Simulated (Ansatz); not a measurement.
The system is MoP.

```
Mo P
1.0
     3.22300    0.00000    0.00000
    -1.61150    2.79120    0.00000
     0.00000    0.00000    3.19100
Mo P
1 1
Cartesian
  0.0000 0.0000 0.0000
  0.0000 1.8608 1.5955
```

* Program: Ansatz 0.2.0
* Task: relaxation of cell and atoms
* Functional: exchange-only PBE
* Potentials or basis: Ansatz PAW
* Cutoff: 420 eV (not typed: the program's choice for these potentials)
* k mesh: 10 × 10 × 8
* Occupations: fermi-dirac, width 0.05 eV
* Spin: no spin polarisation

At the start: volume 14.35 Å³/atom.

Task: How do energy, volume and symmetry change on relaxing?

Result: It ends after 8 steps and the volume is 16.40 Å³/atom (+14.3 %); space group P-6m2 (No. 187, to 0.05 Å).

The path:
```tsv
step	energy change (eV)	largest force (eV/Å)	volume (Å³)
1	0.0000	0.0000	28.71
2	-0.2984	0.0000	32.30
3	-0.3017	0.0000	32.69
4	-0.3023	0.0000	32.80
5	-0.3023	0.0000	32.78
6	-0.3039	0.0000	32.78
7	-0.3039	0.0000	32.80
8	-0.3039	0.0000	32.80
```

Final structure:
```
Mo P
1.0
     3.39397    0.00000    0.00000
    -1.69698    2.93926    0.00000
     0.00000    0.00000    3.28839
Mo P
1 1
Direct
  0.00000 0.00000 0.00000
  0.33333 0.66667 0.50000
```

Caveat: the plane-wave basis is chosen anew once the cell has moved, so the energies of steps on either side of that aren't comparable; the volume moved by +14 % from the deposited cell, more than functionals usually miss; the PAW data sets come from PBE, with cores solved anew for the run's functional, which leaves a small shift of forces and pressure.
